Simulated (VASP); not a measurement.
SrTiO₃ (strained cubic perovskite): one r²SCAN single-point calculation in two programs

```yaml
crystal:
  lattice:
    - [3.82871, 0.00000, 0.00000]
    - [0.00000, 3.82871, 0.00000]
    - [0.00000, 0.00000, 3.95797]
  atoms:
    - { symbol: Sr, position: [0.00000, 0.00000, 0.00000] }
    - { symbol: Ti, position: [0.50000, 0.50000, 0.50000] }
    - { symbol: O, position: [0.50000, 0.50000, 0.00000] }
    - { symbol: O, position: [0.50000, 0.00000, 0.50000] }
    - { symbol: O, position: [0.00000, 0.50000, 0.50000] }
```

Datasets and cutoffs are each program's own. VASP's cell holds 40 valence electrons and Ansatz's 40. Ansatz's stress includes a Pulay correction; VASP's doesn't.

Cutoffs: 520 eV in VASP, 500 eV in Ansatz. k meshes: 6×6×6 and 6×6×6.

|  | VASP | Ansatz |
| --- | --- | --- |
| gap between bands v and c | 2.26 eV | 2.25 eV |
| least direct gap | 2.67 eV | 2.64 eV |
| pressure | 6.9 GPa | 5.9 GPa |

Band v is the last that the valence electrons fill when counted band by band, and c is the next. Levels in eV from the top of v, Ansatz:

```csv
point,v−1,v,c,c+1
Γ,-0.39,-0.39,2.25,2.25
X,-0.83,-0.80,2.43,4.36
M,-1.54,-0.07,4.37,4.37
R,-0.09,0.00,4.94,4.94
```

VASP:

```tsv
point	v−1	v	c	c+1
Γ	-0.41	-0.41	2.26	2.26
X	-0.85	-0.82	2.45	4.38
M	-1.56	-0.08	4.39	4.39
R	-0.09	0.00	4.97	4.97
```
